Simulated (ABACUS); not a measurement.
Crystal: TaN.

```
CELL_PARAMETERS angstrom
5.19600 0.00000 0.00000
-2.59800 4.49987 0.00000
0.00000 0.00000 2.91100
ATOMIC_POSITIONS crystal
Ta 0.00000 0.00000 0.00000
Ta 0.66667 0.33333 0.50000
Ta 0.33333 0.66667 0.50000
N 0.00000 0.39285 0.00000
N 0.60715 0.60715 0.00000
N 0.39285 0.00000 0.00000
```

```yaml
Program: ABACUS 3.10.1
Task: single point
Functional: PBE
Potentials_or_basis: PseudoDojo NC SR 0.4.1 PBE standard
Cutoff: 1143 eV
Density_cutoff: 4572 eV
Basis: plane waves
k_mesh: 6 × 6 × 9
Occupations: fermi-dirac, width 0.05 eV
Spin: no spin polarisation
```

On this cell: pressure 4.5 GPa; largest force 0.031 eV/Å; band gap on the k mesh none (metal or under the smearing width).

The same run follows on a disturbed copy (atoms moved at random, drawn with an rms of 0.05 Å):

```
Ta N
1.0
     5.19600    0.00000    0.00000
    -2.59800    4.49987    0.00000
     0.00000    0.00000    2.91100
Ta N
3 3
Direct
  0.00454 0.99321 0.00085
  0.65754 0.33311 0.49504
  0.34668 0.67461 0.49303
  0.00591 0.39343 0.01730
  0.61078 0.61349 0.97602
  0.40349 0.00280 0.00168
```

What does the disturbed cell give?

The energy (extrapolated to zero smearing) moves by +33.9 meV/atom; pressure 5.6 GPa; largest force 2.069 eV/Å; band gap on the k mesh none (metal or under the smearing width).

Forces on the atoms (eV/Å):
```
Ta  -0.265  1.160 -0.100
Ta   2.002  0.512  0.116
Ta  -1.293 -0.769  0.200
N   -0.193 -0.200 -0.846
N    0.209 -0.569  1.003
N   -0.460 -0.134 -0.373
```

Stress tensor (GPa, compression positive):
```
5.16 0.04 0.67
0.04 6.32 0.78
0.67 0.78 5.25
```

Caveats: there are fewer bands than atomic start orbitals, so a level may be missed at k points of high symmetry.
